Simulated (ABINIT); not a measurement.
Runs of ABINIT 10.8.3 (patched build) on Te. It takes space group R-3m (No. 166, trigonal). Conventional cell: a = 4.612 Å, b = 4.612 Å, c = 5.073 Å, α = 90.00°, β = 90.00°, γ = 120.00°. Te (site symmetry -3m) is surrounded by 6 Te at 3.15 Å. This isn't the form of Te at room conditions, which is trigonal, of chains.

```tsv
task	level	potentials or basis	cell	k mesh	cutoff (eV)	bands in the sums	broadening (eV)	scissor shift (eV)	tensor components	cell freedom (optcell)	gap on the mesh (eV)	pressure (GPa)	relaxed volume (Å³/atom)
optical spectrum	LDA	PseudoDojo NC SR LDA v0.4.1 standard	as given	10 × 10 × 10	952	20	0.1	0	[11, 33]	-	none	-1.4	-
single point	PBEsol	PseudoDojo NC SR PBEsol v0.4 stringent	as given	7 × 7 × 7	1279	-	-	-	-	-	none	(b)	-
relaxation of cell and atoms	LDA	PseudoDojo NC SR LDA v0.4.1 standard	relaxed	7 × 7 × 7	1088	-	-	-	-	2	none	0.0	30.52
single point	LDA	JTH PAW LDA v2.0	as given	7 × 7 × 7	299	-	-	-	-	-	none	(a)	-
relaxation of cell and atoms	PBEsol	PseudoDojo NC SR PBEsol v0.4.1 standard	relaxed	7 × 7 × 7	1088	-	-	-	-	2	none	0.0	31.06
```

Alike in all rows: no spin polarisation; smearing fermi-dirac 0.05 eV.

Estimate the missing entries.

(a) -1.6; (b) -1.0.

Caveats: the intraband (Drude) term is left out (some runs); spectra need much finer meshes, so this one isn't converged (some runs).

A k mesh can miss the band edges, and the runs leave out spin-orbit coupling on Te.

A gap of «none» marks a metal or a gap under the smearing width.

Not every run made on this cell is shown here.
